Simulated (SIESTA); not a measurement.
The system is Sb.

```
Sb
1.0
     3.12240    0.00000    0.00000
     0.00000    4.34752    0.00000
    -0.03891    0.00000    4.40585
Sb
2
Cartesian
  0.0262 1.0869 1.0625
  3.0573 3.2606 3.3433
```

This isn't the form of Sb at room conditions, which is rhombohedral.

```yaml
Program: SIESTA 5.4.2
Task: single point
Functional: PBEsol
Potentials_or_basis: PseudoDojo 0.4 standard (PBEsol files)
Basis: DZP (energy shift 0.003 Ry; two zetas on semicore shells)
Grid_cutoff: 500 Ry
Energy_shift: 0.003 Ry
k_mesh: 9 × 6 × 6
Occupations: fermi-dirac, width 0.05 eV
Spin: no spin polarisation
```

On this cell: pressure -1.2 GPa; largest force 0.098 eV/Å; band gap on the k mesh none (metal or under the smearing width).

The same run follows on a disturbed copy (atoms moved at random, drawn with an rms of 0.05 Å):

```
Sb
1.0
     3.12240    0.00000    0.00000
     0.00000    4.34752    0.00000
    -0.03891    0.00000    4.40585
Sb
2
Direct
  0.01218 0.26149 0.24261
  0.00154 0.74648 0.76535
```

Task: What changes?

Result: The energy (extrapolated to zero smearing) moves by +3.2 meV/atom; pressure -1.0 GPa; largest force 0.181 eV/Å; band gap on the k mesh none (metal or under the smearing width).

Forces in eV/Å, atoms in the order of the input:
```
Sb  -0.012 -0.127  0.127
Sb   0.012  0.127 -0.129
```

Stress tensor (GPa, compression positive):
```
-0.52  0.01  0.08
 0.01 -1.37 -0.48
 0.08 -0.48 -1.09
```

Caveats: the basis of atomic orbitals isn't converged, which shifts pressures, moduli and gaps.
